# Notebook: the top of the SnO₂ spectrum

Two sizes are worth keeping in mind for rutile SnO₂. Turning the oxygen octahedra around their tin atoms costs about 100 cm⁻¹, while stretching the Sn–O bonds costs about 500 cm⁻¹. Four vibrations at the upper end of the list are covered up below. The question is which motions they are and how high they lie.

VASP 6.6.1 calculation for rutile SnO₂ (6-atom cell) with the LDA functional, PAW potentials, a 600 eV plane-wave cutoff, a 6×6×8 k mesh and Gaussian smearing of 0.03 eV. Harmonic phonon frequencies at wave vector zero come from finite displacements of 0.015 Å in the relaxed cell; imaginary frequencies are given as negative.

| row | phonon q row (row) | phonon frequency (cm⁻¹) |
| --- | --- | --- |
| 1 | 1 | -0.2 |
| 2 | 1 | -0.2 |
| 3 | 1 | -0.1 |
| 4 | 1 | 101.5 |
| 5 | 1 | 146.8 |
| 6 | 1 | 223.5 |
| 7 | 1 | 223.5 |
| 8 | 1 | 281.6 |
| 9 | 1 | 281.6 |
| 10 | 1 | 347.9 |
| 11 | 1 | 462.6 |
| 12 | 1 | 467.6 |
| 13 | 1 | 467.6 |
| 14 | 1 | 561.1 |
| 15 | ? | ? |
| 16 | ? | ? |
| 17 | ? | ? |
| 18 | ? | ? |

The phonon frequency is that of a small harmonic vibration, computed in the local density approximation. Phonon q row 1 means wave vector zero, so every unit cell moves alike. Rows 1 to 3 are the crystal gliding as a whole, and their frequencies are zero within numerical noise.

## Which motions are hidden

Six atoms have 18 ways to move, and 15 remain after the three glides. The symmetry of rutile sorts these 15 into seven single modes and four pairs of equal frequency:

$$A_{1g}+A_{2g}+B_{1g}+B_{2g}+A_{2u}+2B_{1u}+E_g+3E_u .$$

Letters A and B mark single modes and E marks a pair. The table shows three pairs and four certain singles. Row 14 could be a fifth single or half of a pair whose other half is covered. I take it as a single, which leaves two singles and one pair under the cover. Since the list rises, they lie no lower than row 14.

To name them, the visible rows must be named first. I take row 4 as B1g, rows 5 and 14 as B1u, rows 6 to 9 as two Eu pairs, row 10 as A2g, row 11 as A2u and rows 12 and 13 as Eg. The pairs are plain from the numbers, but the finer labels lean on recalled spectra of this crystal. They leave one Eu pair, A1g and B2g for the top.

## Two springs

The subscript g means that the motion is symmetric about the tin atoms, so tin stands still and only oxygen moves. In u modes tin recoils. This makes the g modes easy to read: the oxygen mass is the same in each, and a higher frequency means a stiffer motion.

Each oxygen has three tin neighbours. One bond lies in the plane across the c axis, and the other two lean out of that plane, up and down. I give all three the same spring. An oxygen pushed along its in-plane bond strains that bond fully and the other two in part, whereas one pushed along c works only against the leaning two.

The relaxed cell supplies the angles. A leaning bond spans 1.598 Å along c (half the cell height) and 1.297 Å in the plane, so the share of its squared length along c is

$$\frac{1.598^2}{1.598^2+1.297^2}=0.603 .$$

The bond stiffness along c is therefore $2\times0.603=1.206$ springs, and along the in-plane bond it is $1+2\times0.397=1.794$ springs. Their ratio is about 1.5. This is one reason to look for the hidden g modes above Eg, in which oxygen moves along c: in A1g and B2g it moves along its in-plane bond.

Bonds alone can't be the whole story. In A2g and B1g oxygen moves sideways, at right angles to all three of its bonds, yet row 10 lies at 348 cm⁻¹. The second spring therefore joins oxygen atoms about 2.9 Å apart, of which each oxygen has eight. In A2g neighbouring oxygens run into each other along these contacts. In B1g they mostly slide past each other, as the octahedra turn, and the mode is soft.

## Setting the springs

Let $K_b$ and $K_c$ be the bond and contact spring constants divided by the oxygen mass, in squared wavenumbers. A contact has 0.663 of its squared length along one cell edge, the direction in which neighbours approach in A2g. With eight contacts, the A2g stiffness is $8\times0.663=5.31$ contact springs, so

$$K_c=\frac{347.9^2}{5.31}\approx 22\,800 .$$

In A2u all oxygens move together along c against all tins. The contacts keep their length and only bonds are strained. Tin, with mass 118.7 against 16.0 for oxygen, recoils a little, which multiplies the squared frequency by $1+2\times16.0/118.7=1.27$. Hence

$$K_b=\frac{462.6^2}{1.206\times1.27}\approx 140\,000 .$$

One bond is thus about six times as stiff as one contact. These are working constants, which also absorb part of the electrostatic forces and of the resistance to bending.

## Do they carry over?

The Eg pair is a fair test, because it strains both springs but was used to set neither. The model gives 473 cm⁻¹, against 468 in the table. For the upper B1u mode it gives 555, against 561. For these stretching modes, errors are near one per cent.

The B1u mode also shows what the contacts do. It strains the Sn–O bonds in the same way as A2u, but neighbouring chains of oxygen now slide against each other instead of moving together. In the model this lifts the frequency by about 90 cm⁻¹. Part of the real difference may have another source: A2u carries an electric dipole, and the forces between dipoles can lower it. The frequencies alone don't separate the two causes.

The soft end is much poorer. From row 4 to row 9 the model falls 13 to 23 per cent below the computed values. All of these motions change the angles between bonds, and the model has no spring for an angle, which probably explains much of the shortfall. I therefore trust it for the stretching modes from row 11 upwards and not for the lower ones.

As a last adjustment, one common factor was fitted by least squares to rows 11 to 14. It came out as 0.998, so it hardly matters.

## Forecasts

**Rows 15 and 16, the Eu pair: about 595 cm⁻¹, range 570 to 620.** In each member of the pair, half of the oxygens move along their in-plane bonds, and both tins of the cell recoil. The equations of motion for two tins and two groups of oxygen, joined by the springs above, give the value directly. The range is wider than the one per cent seen so far because this mode carries a dipole and its two lower relatives came out badly.

**Row 17, A1g: about 630 cm⁻¹, range 590 to 670.** This motion does something that no visible row does. Two oxygens that form the shared edge of neighbouring octahedra, only 2.594 Å apart, move straight towards each other. Repulsion between closed shells rises steeply at short distance, so this contact needs a stiffer spring. If stiffness falls as the inverse tenth power of distance, which is a guess, the factor is

$$\left(\frac{2.902}{2.594}\right)^{10}\approx 3.1 .$$

The full estimate adds the bonds, the ordinary contacts and the shared edge. The ordinary contacts count little, since neighbours slide past each other as in B1g. The edge counts twice, since both its ends move:

$$\nu^2\approx 1.794\,K_b+0.27\,K_c+2\times3.1\,K_c\approx 251\,000+6\,000+141\,000 .$$

The root is close to 630 cm⁻¹. This row took no part in the fit. An edge factor of 2 would give 590, and a factor of 4 would give 663, which sets the range.

**Row 18, B2g: about 750 cm⁻¹, range 700 to 800.** Bonds and shared edges are strained as in A1g, but neighbouring oxygens now collide as they do in A2g. The springs alone give 716 cm⁻¹. I raise this by 5 per cent because of how the octahedra deform. In A1g some bonds of an octahedron lengthen while others shorten. In B2g all six lengthen together, while the octahedra that touch this one only at a corner shrink.

Such breathing is usually stiffer than uneven stretching. When one bond to a metal atom weakens, the others tend to tighten, and breathing denies them that relief. The size of the correction is a judgement. Rough recalled Raman lines near 630 and 780 cm⁻¹ helped me to settle it. The lower line was also in mind when A1g was forecast, so neither of these two forecasts is a blind one.

## The computed values

The withheld rows as computed:

| row | phonon q row (row) | phonon frequency (cm⁻¹) |
| --- | --- | --- |
| 15 | 1 | 600.9 |
| 16 | 1 | 600.9 |
| 17 | 1 | 628.7 |
| 18 | 1 | 755.6 |

A pair and two singles appear, so row 14 is indeed a single. The Eu pair lies at 601 cm⁻¹, 6 above the forecast. A1g lies at 629, about 1 below, and B2g at 756, 6 above. All four rows fall within their ranges, with the labels of the two singles taken from the model's order.

The Eu result is the cleanest success, since it needed neither the edge spring nor the breathing correction. The model also offers a reason why the pair stays below A1g although tin recoil pushes it up. In Eu both oxygens of a shared edge move the same way, so the stiff short contact is never squeezed.

This value belongs to a wave whose dipoles point across its direction of travel. When they point along it, an electric field builds up and stiffens the motion. Among the polar vibrations it is this second kind that scatters electrons strongly, so 601 cm⁻¹ should not be entered as the energy of polar phonon scattering in a mobility model.

The near-perfect A1g value deserves less credit. A recalled line close to it was already in mind. The value also hangs on the assumed steepness of the repulsion, and reasonable choices moved the forecast by more than 30 cm⁻¹ either way. The result supports an edge spring about three times the ordinary one, provided that the other parts of the estimate are right.

B2g is the most instructive row. Without the breathing correction the forecast would have been about 40 cm⁻¹ too low, and there is a way to see that shortfall without the guessed edge spring. A1g and B2g strain the bonds and the shared edge equally, so both drop out of the difference of their squared frequencies. Only the ordinary contacts remain, and in the two-spring model they must produce the same difference between B1g and A2g. The computed values give

$$755.6^2-628.7^2\approx176\,000,\qquad 347.9^2-101.5^2\approx111\,000 .$$

The upper gap is about 1.6 times the lower one. Collisions between oxygens, as gauged by the sideways modes, therefore don't explain the whole gap between A1g and B2g. Either something further widens the upper gap, or forces missing from the model, such as those on bond angles, narrow the lower one. The breathing of the octahedra is a natural candidate for the first, though frequencies alone can't identify it.

The same questions can be put to other crystals built from metal–oxygen octahedra, though only one crystal was tried here. For each motion, ask first how many bonds it stretches and how squarely, then whether oxygens collide or slide past each other, and last whether whole octahedra breathe. In SnO₂ the first question tells whether a mode carried mainly by oxygen belongs in the stretching region, and the other two, together with the direction of the motion and the recoil of tin, help to decide its place there.
